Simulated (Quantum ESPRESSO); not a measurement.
**Sc: single point with PBE**

Crystal: Sc.

```
CELL_PARAMETERS angstrom
1.91721 -1.91721 -1.71760
1.91721 1.91721 -1.71760
3.83441 0.00000 3.43521
ATOMIC_POSITIONS crystal
Sc 0.02357 0.02441 0.87917
Sc 0.47643 0.47559 0.62083
```

This isn't the form of Sc at room conditions, which is hcp.

| Quantity | Value |
| --- | --- |
| Program | Quantum ESPRESSO 7.5 |
| Task | single point |
| Functional | PBE |
| Potentials or basis | SSSP 1.3 efficiency PBE |
| Cutoff | 816 eV |
| Density cutoff | 3265 eV |
| k mesh | 9 × 9 × 5 |
| Occupations | fermi-dirac, width 0.05 eV |
| Spin | no spin polarisation |

```
Pressure               : 11.8 GPa
Largest force          : 4.201 eV/Å
Band gap on the k mesh : none (metal or under the smearing width)
```

Forces on the atoms (eV/Å):
```
Sc   1.917 -0.010  3.739
Sc  -1.917  0.010 -3.739
```

Stress tensor (GPa, compression positive):
```
 5.20 -0.05 -1.42
-0.05 15.45 -0.01
-1.42 -0.01 14.62
```

Levels at points of the mesh, in eV from the Fermi level:
```csv
k point,band 8,band 9,band 10,band 11,band 12,band 13,band 14,band 15
"(0.00, 0.00, 0.00)",-26.82,-4.23,-1.54,-1.30,0.36,0.94,1.47,2.39
```

Run time: 56 s on 1 thread of AMD EPYC 9R45 96-Core Processor (Zen 5), on a shared host, peak memory 0.2 GiB.

Caveat: forces of over 1 eV/Å show positions far from the minimum, so gaps and moduli don't describe the material at rest.
